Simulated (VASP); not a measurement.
Runs of VASP 6.6.1 on Pb. The structure is cubic, space group Im-3m (No. 229). Conventional cell: a = 3.959 Å, b = 3.959 Å, c = 3.959 Å, α = 90.00°, β = 90.00°, γ = 90.00°. Pb (site symmetry m-3m) has 8 Pb at 3.43 Å as nearest neighbours. This isn't the form of Pb at room conditions, which is fcc.

```csv
task,level,cell,k mesh,cutoff (eV),smearing,ions in elastic constants,optimiser,gap on the mesh (eV),pressure (GPa),relaxed volume (Å³/atom)
single point,r2SCAN,as given,9 × 9 × 9,520,fermi-dirac 0.05 eV,-,-,none,(a),-
relaxation of cell and atoms,r2SCAN,relaxed,9 × 9 × 9,600,methfessel-paxton 0.1 eV,-,-,none,0.0,30.74
relaxation of cell and atoms,revTPSS,relaxed,9 × 9 × 9,600,methfessel-paxton 0.1 eV,-,-,none,0.0,29.87
relaxation of cell and atoms,r2SCAN+D4,relaxed,9 × 9 × 9,600,methfessel-paxton 0.1 eV,-,-,none,0.0,30.28
relaxation of the atoms,r2SCAN,atoms relaxed from: cell strained at random at fixed volume,7 × 7 × 7,520,methfessel-paxton 0.1 eV,-,vasp,none,-0.2,-
```

Alike in all rows: potentials or basis VASP PAW PBE potentials, release 64 (Pb_d); no spin polarisation.

Q: Fill in the values left out.

A: (a) -0.5.

Caveats: the PAW data sets were made with another functional, which shifts forces and pressure a little; pairwise dispersion overbinds metals, which lowers pressure and volume (some runs); the relaxation stopped at its first step, so nothing moved (some runs).

A k mesh can miss the band edges, and the runs leave out spin-orbit coupling on Pb.

A gap of «none» marks a metal or a gap under the smearing width.
